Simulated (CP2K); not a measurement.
Runs of CP2K 2026.2 on Ge. The structure is cubic, space group Fd-3m (No. 227). Conventional cell: a = 5.658 Å, b = 5.658 Å, c = 5.658 Å, α = 90.00°, β = 90.00°, γ = 90.00°. Ge (site symmetry -43m) has 4 Ge at 2.45 Å as nearest neighbours. 

```csv
task,level,potentials or basis,smearing,NGRIDS,basis sets,potentials,points a segment of the path (NPOINTS),bands added on the path,gap on the mesh (eV),pressure (GPa)
band structure,r2SCAN,POTENTIAL_UZH Ge GTH-SCAN-q4; TZVP-MOLOPT-SCAN-GTH basis,fermi-dirac 0.05 eV,5,Ge TZVP-MOLOPT-SCAN-GTH-q4,Ge GTH-SCAN-q4 of POTENTIAL_UZH,10,4,(a),-3.0
single point,PBE,POTENTIAL_UZH Ge GTH-PBE-q4; TZVP-MOLOPT-PBE-GTH basis,gaussian 0.016 eV,5,Ge TZVP-MOLOPT-PBE-GTH-q4,Ge GTH-PBE-q4 of POTENTIAL_UZH,-,-,0.04,3.9
single point,PBE,POTENTIAL_UZH Ge GTH-PBE-q4; TZVP-MOLOPT-PBE-GTH basis,gaussian 0.028 eV,4,Ge TZVP-MOLOPT-PBE-GTH-q4,Ge GTH-PBE-q4 of POTENTIAL_UZH,-,-,0.04,3.9
single point,PBE,POTENTIAL_UZH Ge GTH-PBE-q4; TZVP-MOLOPT-PBE-GTH basis,gaussian 0.025 eV,5,Ge TZVP-MOLOPT-PBE-GTH-q4,Ge GTH-PBE-q4 of POTENTIAL_UZH,-,-,0.04,3.9
single point,PBE,POTENTIAL_UZH Ge GTH-PBE-q4; TZVP-MOLOPT-PBE-GTH basis,gaussian 0.018 eV,5,Ge TZVP-MOLOPT-PBE-GTH-q4,Ge GTH-PBE-q4 of POTENTIAL_UZH,-,-,0.04,3.9
single point,PBE,POTENTIAL_UZH Ge GTH-PBE-q4; TZVP-MOLOPT-PBE-GTH basis,gaussian 0.014 eV,5,Ge TZVP-MOLOPT-PBE-GTH-q4,Ge GTH-PBE-q4 of POTENTIAL_UZH,-,-,0.04,3.9
single point,PBE,POTENTIAL_UZH Ge GTH-PBE-q4; TZVP-MOLOPT-PBE-GTH basis,gaussian 0.013 eV,5,Ge TZVP-MOLOPT-PBE-GTH-q4,Ge GTH-PBE-q4 of POTENTIAL_UZH,-,-,0.04,3.9
single point,PBE,POTENTIAL_UZH Ge GTH-PBE-q4; TZVP-MOLOPT-PBE-GTH basis,gaussian 0.019 eV,4,Ge TZVP-MOLOPT-PBE-GTH-q4,Ge GTH-PBE-q4 of POTENTIAL_UZH,-,-,0.04,3.9
single point,PBE,POTENTIAL_UZH Ge GTH-PBE-q4; TZVP-MOLOPT-PBE-GTH basis,gaussian 0.017 eV,4,Ge TZVP-MOLOPT-PBE-GTH-q4,Ge GTH-PBE-q4 of POTENTIAL_UZH,-,-,0.04,3.9
single point,PBE,POTENTIAL_UZH Ge GTH-PBE-q4; TZVP-MOLOPT-PBE-GTH basis,gaussian 0.023 eV,5,Ge TZVP-MOLOPT-PBE-GTH-q4,Ge GTH-PBE-q4 of POTENTIAL_UZH,-,-,0.04,3.9
single point,PBE,POTENTIAL_UZH Ge GTH-PBE-q4; TZVP-MOLOPT-PBE-GTH basis,gaussian 0.027 eV,5,Ge TZVP-MOLOPT-PBE-GTH-q4,Ge GTH-PBE-q4 of POTENTIAL_UZH,-,-,0.04,3.9
single point,PBE,POTENTIAL_UZH Ge GTH-PBE-q4; TZVP-MOLOPT-PBE-GTH basis,gaussian 0.021 eV,4,Ge TZVP-MOLOPT-PBE-GTH-q4,Ge GTH-PBE-q4 of POTENTIAL_UZH,-,-,0.04,3.9
```

Alike in all rows: no spin polarisation; cell as given; k mesh 8 × 8 × 8.

Q: Fill in the values left out.

A: (a) 0.48.

Caveats: the basis of atomic orbitals isn't converged, which shifts pressures, moduli and gaps.

A k mesh can miss the band edges, and the runs leave out spin-orbit coupling on Ge.
